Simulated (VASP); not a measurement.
# C (Fd-3m) in VASP: notebook

One crystal, C, is run at these levels: LDA, r2SCAN; tasks: band structure.

Program: VASP 6.6.1. These are calculated values, not measurements. Logs are shortened: lines on timing, memory, paths and dates and some standing lists are left out, and cuts for length are marked.

## (1) The crystal as given

It takes space group Fd-3m (No. 227, cubic). Conventional cell: a = 3.555 Å, b = 3.555 Å, c = 3.555 Å, α = 90.00°, β = 90.00°, γ = 90.00°. C (site symmetry -43m) has 4 C at 1.54 Å as nearest neighbours.

This isn't the form of C at room conditions, which is graphite.

## (2) Band structure, LDA

File INCAR:

```
PREC = Accurate ; ENCUT = 520
EDIFF = 1E-7 ; ISMEAR = 0
SIGMA = 0.03 ; LREAL = False
LASPH = True ; NELM = 80
ALGO = Normal ; ISIF = 2
LWAVE = False ; LCHARG = False
```

File KPOINTS:

```
Automatic mesh
0
Gamma
  14 14 14
```

File POSCAR:

```
C                                       
1.0
    0.0000000000      1.7774542777      1.7774542777
    1.7774542777      0.0000000000      1.7774542777
    1.7774542777      1.7774542777      0.0000000000
  C             
     2
Direct
     0.0000000000000000    0.0000000000000000    0.0000000000000000
     0.2500000000000000    0.2500000000000000    0.2500000000000000
```

File KPOINTS_OPT:

```
explicit points
202
Reciprocal
 0.0000000000  0.0000000000  0.0000000000 1
 0.0555555556  0.0000000000  0.0555555556 1
 0.1111111111  0.0000000000  0.1111111111 1
 0.1666666667  0.0000000000  0.1666666667 1
 0.2222222222  0.0000000000  0.2222222222 1
 0.2777777778  0.0000000000  0.2777777778 1
[... 194 lines left out ...]
 0.4929755100  0.0070244900  0.5000000000 1
 0.5070244900 -0.0070244900  0.5000000000 1
```

Potentials or basis: VASP PAW LDA potentials, release 64 (C).

On the command line:

```bash
> cat potpaw_LDA.64/C/POTCAR > POTCAR
> mpirun -np 1 vasp_std > vasp.out
```

OUTCAR:

```text
PREC = Accurate
   ENCUT = 520
   EDIFF = 1E-7
   ISMEAR = 0
   LREAL = False
   LASPH = True
   NELM = 80
   ISIF = 2

 ion  position               nearest neighbor table
   1  0.000  0.000  0.000-   2 1.54   2 1.54   2 1.54   2 1.54
   2  0.250  0.250  0.250-   1 1.54   1 1.54   1 1.54   1 1.54

  LATTYP: Found a face centered cubic cell.
 ALAT       =     3.5549085554

  Lattice vectors:

 A1 = (   0.0000000000,   1.7774542777,   1.7774542777)
 A2 = (   1.7774542777,   0.0000000000,   1.7774542777)
 A3 = (   1.7774542777,   1.7774542777,   0.0000000000)

Analysis of symmetry for initial positions (statically):
=====================================================================
 Subroutine PRICEL returns:
 Original cell was already a primitive cell.

 Routine SETGRP: Setting up the symmetry group for a
 face centered cubic supercell.

 Subroutine GETGRP returns: Found 48 space group operations
 (whereof 24 operations were pure point group operations)
 out of a pool of 48 trial point group operations.

The static configuration has the point symmetry T_d .
 The point group associated with its full space group is O_h .

Analysis of symmetry for dynamics (positions and initial velocities):
=====================================================================
 Subroutine PRICEL returns:
 Original cell was already a primitive cell.

 Routine SETGRP: Setting up the symmetry group for a
 face centered cubic supercell.

 Subroutine GETGRP returns: Found 48 space group operations
 (whereof 24 operations were pure point group operations)
 out of a pool of 48 trial point group operations.

The dynamic configuration has the point symmetry T_d .
 The point group associated with its full space group is O_h .

 Subroutine INISYM returns: Found 48 space group operations
 (whereof 24 operations are pure point group operations),
 and found     1 'primitive' translations

----------------------------------------------------------------------------------------

                                     Primitive cell

  volume of cell :      11.2312

  direct lattice vectors                    reciprocal lattice vectors
     0.000000000  1.777454278  1.777454278    -0.281301188  0.281301188  0.281301188
     1.777454278  0.000000000  1.777454278     0.281301188 -0.281301188  0.281301188
     1.777454278  1.777454278  0.000000000     0.281301188  0.281301188 -0.281301188

  length of vectors
     2.513699946  2.513699946  2.513699946     0.487227950  0.487227950  0.487227950

  position of ions in fractional coordinates (direct lattice)
     0.000000000  0.000000000  0.000000000
     0.250000000  0.250000000  0.250000000

  ion indices of the primitive-cell ions
   primitive index   ion index
                 1           1
                 2           2

----------------------------------------------------------------------------------------

 KPOINTS: Automatic mesh

Automatic generation of k-mesh.
 Grid dimensions read from file:
 generate k-points for:   14   14   14

 Generating k-lattice:

  Cartesian coordinates                     Fractional coordinates (reciprocal lattice)
    -0.020092942  0.020092942  0.020092942     0.071428571  0.000000000  0.000000000
     0.020092942 -0.020092942  0.020092942     0.000000000  0.071428571  0.000000000
     0.020092942  0.020092942 -0.020092942     0.000000000  0.000000000  0.071428571

  Length of vectors
     0.034801996  0.034801996  0.034801996

  Shift w.r.t. Gamma in fractional coordinates (k-lattice)
     0.000000000  0.000000000  0.000000000

 Subroutine IBZKPT returns following result:
 ===========================================

 Found    104 irreducible k-points:

 Following reciprocal coordinates:
            Coordinates               Weight
  0.000000  0.000000  0.000000      1.000000
  0.071429  0.000000  0.000000      8.000000
  0.142857  0.000000  0.000000      8.000000
  0.214286  0.000000  0.000000      8.000000
  0.285714  0.000000  0.000000      8.000000
  0.357143  0.000000  0.000000      8.000000
[... 16 lines left out ...]
  0.214286  0.142857  0.000000     24.000000
  0.285714  0.142857  0.000000     24.000000
 [... further k-points ...]
   k-points           NKPTS =    104   k-points in BZ     NKDIM =    104   number of bands    NBANDS=      8
   number of dos      NEDOS =    301   number of ions     NIONS =      2
   total plane-waves  NPLWV =   8000
   dimension x,y,z NGX =    20 NGY =   20 NGZ =   20
   dimension x,y,z NGXF=    40 NGYF=   40 NGZF=   40
   ions per type =               2
   NGX,Y,Z   is equivalent  to a cutoff of  13.23, 13.23, 13.23 a.u.
   NGXF,Y,Z  is equivalent  to a cutoff of  26.45, 26.45, 26.45 a.u.
 SYSTEM =  unknown system
   PREC   = accura    normal or accurate (medium, high low for compatibility)
   ISTART =      0    job   : 0-new  1-cont  2-samecut
   ICHARG =      2    charge: 1-file 2-atom 10-const
   ISPIN  =      1    spin polarized calculation?
   LNONCOLLINEAR =      F non collinear calculations
   LSORBIT =      F    spin-orbit coupling
   LASPH  =      T    aspherical Exc in radial PAW
   ENCUT  =  520.0 eV  38.22 Ry    6.18 a.u.   4.67  4.67  4.67*2*pi/ulx,y,z
   NELM   =     80;   NELMIN=  2; NELMDL= -5     # of ELM steps
   EDIFF  = 0.1E-06   stopping-criterion for ELM
   LREAL  =      F    real-space projection
   EDIFFG = 0.1E-05   stopping-criterion for IOM
   NSW    =      0    number of steps for IOM
   IBRION =     -1    ionic relax: 0-MD 1-quasi-New 2-CG
   NFREE  =      0    steps in history (QN), initial steepest desc. (CG)
   ISIF   =      2    stress and relaxation
   ISYM   =      2    0-nonsym 1-usesym 2-fastsym
   POTIM  = 0.5000    time-step for ionic-motion
   TEBEG  =    0.0;   TEEND  =   0.0 temperature during run
   PSTRESS=    0.0 pullay stress
   NELECT =       8.0000    total number of electrons
   NUPDOWN=      -1.0000    fix difference up-down
   EMIN   =  10.00;   EMAX   =-10.00  energy-range for DOS
   EFERMI =   0.00;   METHOD = LEGACY
   ISMEAR =     0;   SIGMA  =   0.03  broadening in eV -4-tet -1-fermi 0-gaus
   EFERMI_NEDOS =   21; number of points for ismear=-14 and -15
   IALGO  =     38    algorithm
   IMIX   =      4    mixing-type and parameters
     AMIX     =   0.40;   BMIX     =  1.00
     AMIX_MAG =   1.60;   BMIX_MAG =  1.00
  volume/ion in A,a.u.               =       5.62        37.90
  Fermi-wavevector in a.u.,A,eV,Ry     =   1.462053  2.762879 29.083792  2.137598
  Thomas-Fermi vector in A             =   2.578312
   LORBIT       =      0    0 simple, 1 ext, 2 COOP (PROOUT), +10 PAW based schemes
   GGA     = CA    functional components
   LHFCALC =     F    Hartree Fock is set to
   AEXX    =    0.0000 exact exchange contribution
   IVDW    =     0    specifies the selected vdW correction
   LEPSILON=     F    determine dielectric tensor
   LRPA    =     F    only Hartree local field effects (RPA)
 non-spin polarized calculation
 Gauss-broadening in eV      SIGMA  =   0.03
  energy-cutoff  :      520.00
  volume of cell :       11.23
 maximum number of plane-waves:       311
   NGX =  9   NGY =  9   NGZ =  9

 number of electron       7.9999999 magnetization

 Free energy of the ion-electron system (eV)
  ---------------------------------------------------
  ext. energy  EPLUGINS =         0.00000000
  ---------------------------------------------------
  free energy    TOTEN  =       -20.24167816 eV

  energy without entropy =      -20.24167816  energy(sigma->0) =      -20.24167816

 E-fermi :  10.0611     XC(G=0): -13.5479

 val. band max:        9.8701915380   @ k =   0.0000   0.0000   0.0000
 cond. band min:      13.9922337359   @ k =   0.3571   0.3571   0.0000
 fundamental gap:      4.1220421980
 Fermi energy:        10.0611202938

 k-point     1 :       0.0000    0.0000    0.0000
  band No.  band energies     occupation
      1     -11.5818      2.00000
      2       9.8702      2.00000
      3       9.8702      2.00000
      4       9.8702      2.00000
      5      15.4407      0.00000
      6      15.4407      0.00000
      7      15.4407      0.00000
      8      23.6551      0.00000

 k-point     2 :       0.0714    0.0000    0.0000
  band No.  band energies     occupation
      1     -11.4395      2.00000
      2       8.9400      2.00000
      3       9.6250      2.00000
      4       9.6250      2.00000
      5      15.7611      0.00000
      6      15.7611      0.00000
      7      16.0079      0.00000
      8      23.7469      0.00000

 k-point     3 :       0.1429    0.0000    0.0000
  band No.  band energies     occupation
      1     -11.0142      2.00000
      2       6.9018      2.00000
      3       9.0550      2.00000
      4       9.0550      2.00000
      5      16.5095      0.00000
      6      16.5095      0.00000
      7      17.0090      0.00000
      8      24.0117      0.00000

 k-point     4 :       0.2143    0.0000    0.0000
  band No.  band energies     occupation
      1     -10.3096      2.00000
      2       4.5123      2.00000
      3       8.4127      2.00000
      4       8.4127      2.00000
      5      17.3121      0.00000
      6      17.3121      0.00000
      7      17.8407      0.00000
      8      24.4054      0.00000

 k-point     5 :       0.2857    0.0000    0.0000
  band No.  band energies     occupation
      1      -9.3340      2.00000
      2       2.0760      2.00000
      3       7.8431      2.00000
      4       7.8431      2.00000
      5      17.8988      0.00000
      6      17.8988      0.00000
      7      18.4091      0.00000
      8      24.8292      0.00000
[... 177 lines left out ...]
 k-point    22 :       0.1429    0.1429    0.0000
  band No.  band energies     occupation
      1     -10.8254      2.00000
      2       7.7604      2.00000
      3       7.7604      2.00000
      4       8.2316      2.00000
      5      14.9348      0.00000
      6      18.1792      0.00000
      7      18.1792      0.00000
      8      23.2432      0.00000

 k-point    23 :       0.2143    0.1429    0.0000
  band No.  band energies     occupation
      1     -10.3087      2.00000
      2       6.0738      2.00000
      3       7.0694      2.00000
      4       7.8698      2.00000
      5      15.1055      0.00000
      6      19.1653      0.00000
      7      19.1783      0.00000
      8      22.6382      0.00000

 k-point    24 :       0.2857    0.1429    0.0000
  band No.  band energies     occupation
      1      -9.5168      2.00000
      2       3.8694      2.00000
      3       6.5242      2.00000
      4       7.2990      2.00000
      5      15.7801      0.00000
      6      19.9047      0.00000
      7      19.9306      0.00000
      8      22.2973      0.00000

 [... further k-points ...]
[... 5 lines left out ...]
  --------------------------------------------------------------------------------------
  -------------------------------------------------------------------------------------
  Total       -0.5134445     -0.5134445     -0.5134445      0.0000000      0.0000000      0.0000000
  in kB      -73.2451400    -73.2451400    -73.2451400      0.0000000      0.0000000      0.0000000
  external PRESSURE =     -73.2451400 kB  Pullay stress =       0.0000000 kB

 VOLUME and BASIS-vectors are now :
 -----------------------------------------------------------------------------
  energy-cutoff  :      520.00
  volume of cell :       11.23
      direct lattice vectors                 reciprocal lattice vectors
     0.000000000  1.777454278  1.777454278    -0.281301188  0.281301188  0.281301188
     1.777454278  0.000000000  1.777454278     0.281301188 -0.281301188  0.281301188
     1.777454278  1.777454278  0.000000000     0.281301188  0.281301188 -0.281301188

 POSITION                                       TOTAL-FORCE (eV/Angst)
 -----------------------------------------------------------------------------------
      0.00000      0.00000      0.00000         0.000000      0.000000      0.000000
      0.88873      0.88873      0.88873        -0.000000     -0.000000     -0.000000
 -----------------------------------------------------------------------------------
    total drift:                                0.000000      0.000000      0.000000

  FREE ENERGIE OF THE ION-ELECTRON SYSTEM (eV)
  ---------------------------------------------------
  free  energy   TOTEN  =       -20.2416781627 eV

  energy  without entropy=      -20.2416781627  energy(sigma->0) =      -20.24167816
```

Run time: 7.4 s. Hardware: 1 thread of Intel Xeon 6975P-C (Granite Rapids), shared host; peak memory 0.12 GiB.

What came out:

```yaml
Free_energy: -20.2417 eV
Pressure: -7.3 GPa
Band_gap_on_the_k_mesh: 4.12 eV, indirect (least direct gap 5.57 eV)
Band_gap_along_the_path: 4.14 eV, indirect (least direct gap 5.57 eV)
```

Levels at the corners of the path, in eV from the valence-band top:
| point | band 1 | band 2 | band 3 | band 4 | band 5 | band 6 | band 7 | band 8 |
| --- | --- | --- | --- | --- | --- | --- | --- | --- |
| Γ | -21.45 | 0.00 | 0.00 | 0.00 | 5.57 | 5.57 | 5.57 | 13.79 |
| X | -12.68 | -12.68 | -6.35 | -6.35 | 4.73 | 4.73 | 16.78 | 16.78 |
| X | -12.68 | -12.68 | -6.35 | -6.35 | 4.73 | 4.73 | 16.78 | 16.78 |
| W | -11.83 | -11.83 | -8.44 | -8.44 | 10.49 | 10.49 | 12.46 | 12.46 |
| W | -11.83 | -11.83 | -8.44 | -8.44 | 10.49 | 10.49 | 12.46 | 12.46 |
| K | -12.82 | -11.65 | -9.46 | -5.41 | 5.64 | 10.73 | 14.35 | 15.69 |
| K | -12.82 | -11.65 | -9.46 | -5.41 | 5.64 | 10.73 | 14.35 | 15.69 |
| Γ | -21.45 | 0.00 | 0.00 | 0.00 | 5.57 | 5.57 | 5.57 | 13.79 |
| Γ | -21.45 | 0.00 | 0.00 | 0.00 | 5.57 | 5.57 | 5.57 | 13.79 |
| L | -15.55 | -13.47 | -2.81 | -2.81 | 8.43 | 8.43 | 9.15 | 15.50 |
| L | -15.55 | -13.47 | -2.81 | -2.81 | 8.43 | 8.43 | 9.15 | 15.50 |
| U | -12.82 | -11.65 | -9.46 | -5.41 | 5.64 | 10.73 | 14.35 | 15.69 |
| U | -12.82 | -11.65 | -9.46 | -5.41 | 5.64 | 10.73 | 14.35 | 15.69 |
| W | -11.83 | -11.83 | -8.44 | -8.44 | 10.49 | 10.49 | 12.46 | 12.46 |
| W | -11.83 | -11.83 | -8.44 | -8.44 | 10.49 | 10.49 | 12.46 | 12.46 |
| L | -15.55 | -13.47 | -2.81 | -2.81 | 8.43 | 8.43 | 9.15 | 15.50 |
| L | -15.55 | -13.47 | -2.81 | -2.81 | 8.43 | 8.43 | 9.15 | 15.50 |
| K | -12.82 | -11.65 | -9.46 | -5.41 | 5.64 | 10.73 | 14.35 | 15.69 |
| U | -12.82 | -11.65 | -9.46 | -5.41 | 5.64 | 10.73 | 14.35 | 15.69 |
| X | -12.68 | -12.68 | -6.35 | -6.35 | 4.73 | 4.73 | 16.78 | 16.78 |

## (3) Band structure, r2SCAN

Changes to INCAR since step 2:

```diff
@@ -6 +6,2 @@
 LWAVE = False ; LCHARG = False
+METAGGA = R2SCAN ; LMIXTAU = True
```

KPOINTS is that of step 2.

POSCAR is that of step 2.

KPOINTS_OPT is that of step 2.

Potentials or basis: VASP PAW PBE potentials, release 64 (C).

On the command line:

```bash
> cat potpaw_PBE.64/C/POTCAR > POTCAR
> mpirun -np 1 vasp_std > vasp.out
```

Run time: 40 s. Hardware: 1 thread of Intel Xeon 6975P-C (Granite Rapids), shared host; peak memory 0.12 GiB.

The run converged. Its results:

| Item | Value |
| --- | --- |
| Free energy | -19.6564 eV |
| Pressure | 3.2 GPa |
| Band gap on the k mesh | 4.34 eV, indirect (least direct gap 5.86 eV) |
| Band gap along the path | 4.37 eV, indirect (least direct gap 5.86 eV) |

Levels at the corners of the path, in eV from the valence-band top:
```tsv
point	band 1	band 2	band 3	band 4	band 5	band 6	band 7	band 8
Γ	-22.83	0.00	0.00	0.00	5.86	5.86	5.86	14.06
X	-13.66	-13.66	-6.72	-6.72	5.02	5.02	18.03	18.03
X	-13.66	-13.66	-6.72	-6.72	5.02	5.02	18.03	18.03
W	-12.87	-12.87	-8.80	-8.80	11.30	11.30	13.04	13.04
W	-12.87	-12.87	-8.80	-8.80	11.30	11.30	13.04	13.04
K	-13.94	-12.56	-9.84	-5.73	5.99	11.39	15.33	16.70
K	-13.94	-12.56	-9.84	-5.73	5.99	11.39	15.33	16.70
Γ	-22.83	0.00	0.00	0.00	5.86	5.86	5.86	14.06
Γ	-22.83	0.00	0.00	0.00	5.86	5.86	5.86	14.06
L	-16.83	-14.16	-3.00	-3.00	8.92	8.92	9.27	16.79
L	-16.83	-14.16	-3.00	-3.00	8.92	8.92	9.27	16.79
U	-13.94	-12.56	-9.84	-5.73	5.99	11.39	15.33	16.70
U	-13.94	-12.56	-9.84	-5.73	5.99	11.39	15.33	16.70
W	-12.87	-12.87	-8.80	-8.80	11.30	11.30	13.04	13.04
W	-12.87	-12.87	-8.80	-8.80	11.30	11.30	13.04	13.04
L	-16.83	-14.16	-3.00	-3.00	8.92	8.92	9.27	16.79
L	-16.83	-14.16	-3.00	-3.00	8.92	8.92	9.27	16.79
K	-13.94	-12.56	-9.84	-5.73	5.99	11.39	15.33	16.70
U	-13.94	-12.56	-9.84	-5.73	5.99	11.39	15.33	16.70
X	-13.66	-13.66	-6.72	-6.72	5.02	5.02	18.03	18.03
```

Caveat: the PAW data sets were made with another functional, which shifts forces and pressure a little. r2SCAN opens gaps a little over a GGA but as a rule still falls short of measured ones.
